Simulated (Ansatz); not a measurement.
# LiF: a tetragonal deformation path

One table from this session's results is given with a row withheld; the runs are named, their logs left out.

Program: Ansatz 0.2.0. Level of theory: DFT r2SCAN, scalar-relativistic, plane waves, PAW. These are calculated values, not measurements.

## The starting structure

Symmetry: Fm-3m, No. 225, cubic system. Conventional cell: a = 4.028 Å, b = 4.028 Å, c = 4.028 Å, α = 90.00°, β = 90.00°, γ = 90.00°. Around Li (site symmetry m-3m) lie 6 F at 2.01 Å. Around F (site symmetry m-3m) lie 6 Li at 2.01 Å.

Coordinates:

```cif
data_structure
_symmetry_space_group_name_H-M 'Fm-3m'
_symmetry_Int_Tables_number 225
_cell_length_a 4.0280
_cell_length_b 4.0280
_cell_length_c 4.0280
_cell_angle_alpha 90.000
_cell_angle_beta 90.000
_cell_angle_gamma 90.000
_cell_volume 65.35
loop_
_atom_site_label
_atom_site_type_symbol
_atom_site_symmetry_multiplicity
_atom_site_Wyckoff_symbol
_atom_site_fract_x
_atom_site_fract_y
_atom_site_fract_z
_atom_site_occupancy
Li1 Li 4 a 0.00000 0.00000 0.00000 1
F1 F 4 b 0.50000 0.00000 0.00000 1
```

The cell is taken as given, not relaxed at this level.

## Zero of energy

Reference values: F = -1018.3289 eV; pressure -2.06 GPa; largest force 0.000 eV/Å; gap on the mesh 10.06 eV. It was computed beforehand with the settings of the runs below.

Set-up of the first run:

At fixed volume and fractional coordinates, lengths along (0.000, 0.000, 1.000) are scaled against those across it; ρ is that ratio over its starting value.

input.yaml reads:

```yaml
crystal:
  lattice:
    - [0.0, 2.2607523708, 1.5983519262]
    - [2.2607523708, 0.0, 1.5983519262]
    - [2.2607523708, 2.2607523708, 0.0]
  atoms:
    - { symbol: Li, position: [0.0, 0.0, 0.0] }
    - { symbol: F, position: [0.5, 0.5, 0.5] }
basis:
  ecutwfc: 500
kpoints:
  mp_grid: { grid: [12, 12, 12] }
hamiltonian:
  xc: r2scan
scf:
  occupations: { method: gaussian, width: 0.05 }
output:
  forces: true
  stress: true
  eigenvalues: true
```

The run is started by

```console
ansatz run input.yaml --threads 1 --pin off --max-ram 2560MiB --backend cpu --events-out ev --progress --plain --runs-dir out
```

Steps of the session up to this table: ρ = 0.707; At ρ = 1.414; At ρ = 0.850; ρ = 1.200; At ρ = 0.780; Point ρ = 1.300; Point ρ = 0.920; At ρ = 1.100; Point ρ = 0.650; ρ = 1.500; Point ρ = 0.960; Point ρ = 1.050.

One table of the session follows, with a row left open; its other results are not shown here.

The scan, with free energies counted from the undisturbed cell:

```
    ρ  ΔE (meV/atom)  pressure (GPa)  gap on the mesh (eV)
0.650          536.7            34.2                  9.11
0.707          290.6            19.7                  9.35
0.780          121.9             8.3                  9.60
0.850           44.3             2.1                  9.81
0.920           10.2            -1.0                  9.96
0.960              ?               ?                     ?
1.000            0.0            -2.1                 10.06
1.050            3.0            -1.7                  9.99
1.100           10.9            -0.9                  9.93
1.200           38.3             2.2                  9.83
1.300           78.9             6.5                  9.58
1.414          141.2            12.6                  9.20
1.500          200.2            17.8                  8.88
```

Q: Estimate the row for ρ = 0.960 from the others.

Worked estimate for «ΔE (meV/atom)». A straight line through the neighbours (0.920, 10.2) and (1.000, 0.0) gives 10.2 + (0.0 − 10.2) × (0.960 − 0.920) / (1.000 − 0.920) = 5.1; a parabola fitted to 4 rows on both sides gives 1.7.

The run gave: ΔE (meV/atom): 2.3; pressure (GPa): -1.8; gap on the mesh (eV): 10.02. In «ΔE (meV/atom)» the line misses by +2.8 and the parabola by -0.6.
